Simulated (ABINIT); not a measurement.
HfO2:

```
Hf O
1.0
     0.00000    2.55750    2.55750
     2.55750    0.00000    2.55750
     2.55750    2.55750    0.00000
Hf O
1 2
Cartesian
  0.0000 0.0000 0.0000
  3.8363 3.8363 3.8363
  1.2788 1.2788 1.2788
```

Measurements of this composition are mostly on another form, of space group No. 14.

Base run:

```yaml
Program: ABINIT 10.8.3 (patched build)
Functional: r2SCAN
Potentials_or_basis: JTH PAW PBE v2.0
Cutoff: 762 eV
k_mesh: 9 × 9 × 9
Occupations: fermi-dirac, width 0.05 eV
Spin: no spin polarisation
```

Its results: band gap on the k mesh 4.34 eV, indirect (least direct gap 4.44 eV); pressure -12.2 GPa.

Problem. After a change of settings the same cell gave: band gap on the k mesh 3.90 eV, indirect (least direct gap 4.02 eV); pressure 0.4 GPa. Which change was it?
A. functional from r2SCAN to AM05
B. functional from r2SCAN to WC
C. functional from r2SCAN to PBEsol
D. functional from r2SCAN to BLYP

Solution. D.

r2SCAN gives the wider gap, since meta-GGAs in the generalised Kohn-Sham scheme recover part of the derivative discontinuity.

Caveats: the PAW data sets were made with another functional, which shifts forces and pressure a little; spin-orbit coupling is left out, which moves the levels of the heavy elements; an odd mesh through Γ misses points on the zone boundary, where band edges often lie.
